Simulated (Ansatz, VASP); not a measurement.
**Two plane-wave programs on NaI**

```
CELL_PARAMETERS angstrom
0.00000 3.58138 3.58138
3.58138 0.00000 3.58138
3.58138 3.58138 0.00000
ATOMIC_POSITIONS crystal
Na 0.00000 0.00000 0.00000
I 0.25000 0.25000 0.25000
```

Alike in both runs: task electric field gradients; functional r2SCAN; k mesh 10 × 10 × 10; occupations fermi-dirac, width 0.05 eV; no spin polarisation.

```csv
,VASP,Ansatz
version,VASP 6.6.1,Ansatz 0.2.0
potentials or method,"VASP PAW PBE potentials, release 64 (Na_pv, I)","PAW with Ansatz's default frozen-core files, scalar-relativistic"
plane-wave cutoff (eV),520,500
valence electrons in the cell,14,26
```

VASP gave:

```
gap on the k mesh at the Fermi level (eV)                      : 4.37
pressure (GPa)                                                 : -0.4
Vzz of the field gradient on the site that differs most (V/Å²) : 0.0
```

Estimate Ansatz's values.

gap on the k mesh at the Fermi level (eV): 4.36; pressure (GPa): -0.3; Vzz of the field gradient on the site that differs most (V/Å²): 0.0.

The two sets of potentials don't hold the same shells in valence. Ansatz warned: «gradients_without_spin_orbit».

Caveats: the PAW data sets were made with another functional, which shifts forces and pressure a little (VASP); spin-orbit coupling is left out, which moves the levels of the heavy elements. r2SCAN opens gaps a little over a GGA but as a rule still falls short of measured ones. A k mesh can miss the band edges.
